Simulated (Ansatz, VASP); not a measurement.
## Two plane-wave programs on In

```
CELL_PARAMETERS angstrom
-1.88253 1.88253 1.88253
1.88253 -1.88253 1.88253
1.88253 1.88253 -1.88253
ATOMIC_POSITIONS crystal
In 0.00000 0.00000 0.00000
```

Alike in both runs: functional r2SCAN; k mesh 16 × 16 × 16; occupations gaussian, width 0.1 eV; no spin polarisation.

Ansatz relaxed the structure, and its values are those at the end. VASP's run is a single point on that final structure, the one shown.

```csv
,VASP,Ansatz
version,VASP 6.6.1,Ansatz 0.2.0
potentials or method,"VASP PAW PBE potentials, release 64 (In_d)","scalar-relativistic, plane waves, PAW"
plane-wave cutoff (eV),520,500
valence electrons in the cell,13,13
```

|  | VASP | Ansatz | Ansatz less VASP |
| --- | --- | --- | --- |
| gap on the k mesh at the Fermi level (eV) | none | none | - |
| pressure (GPa) | 0.0 | 0.0 | -0.03 |

A gap of «none» marks a metal or a gap that the smearing closes.

Caveats: the PAW data sets were made with another functional, which shifts forces and pressure a little (VASP).
